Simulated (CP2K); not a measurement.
AlRu under changes of volume

One of the cells (13.387 Å³/atom); the others are scaled copies at fixed shape and fractional positions:

```xyz
2
Lattice="2.9916 0.0000 0.0000 0.0000 2.9916 0.0000 0.0000 0.0000 2.9916" Properties=species:S:1:pos:R:3 pbc="T T T"
Ru    1.4958    1.4958    1.4958
Al    0.0000    0.0000    0.0000
```

```yaml
Program: CP2K 2026.2
Functional: PBEsol
Potentials_or_basis: POTENTIAL_UZH Ru GTH-PBE-q16, Al GTH-PBE-q3; TZVP-MOLOPT-PBE-GTH basis
Density_cutoff: 6123 eV
k_mesh: 9 × 9 × 9
Occupations: fermi-dirac, width 0.01 eV
Spin: no spin polarisation
```

| volume (Å³/atom) | energy over the lowest point (meV/atom) | pressure (GPa) |
| --- | --- | --- |
| 12.584 | 33.33 | 14.5 |
| 12.851 | 13.74 | 9.0 |
| 13.119 | 2.93 | 4.0 |
| 13.387 | 0.00 | -0.4 |
| 13.655 | ? | ? |
| 13.922 | 14.67 | -8.1 |
| 14.190 | 30.88 | -11.3 |

Question: What does the run at 13.655 Å³/atom give?

Answer: Energy over the lowest point 4.15 meV/atom; pressure -4.5 GPa.

Worked out: A Birch-Murnaghan fit of order 3 (a polynomial in V^(-2/3)) to the other rows has its minimum at 13.36 Å³/atom with B0 = V·E''(V) = 214 GPa and B' = 4.5. It gives 4.19 meV/atom at 13.655 Å³/atom, against the run's 4.15, and -dE/dV = -4.5 GPa, against -4.5.

Energies are extrapolated to zero smearing.

Caveats: the potentials were made for another functional, which shifts forces and pressure; the basis of atomic orbitals isn't converged, which shifts pressures, moduli and gaps.
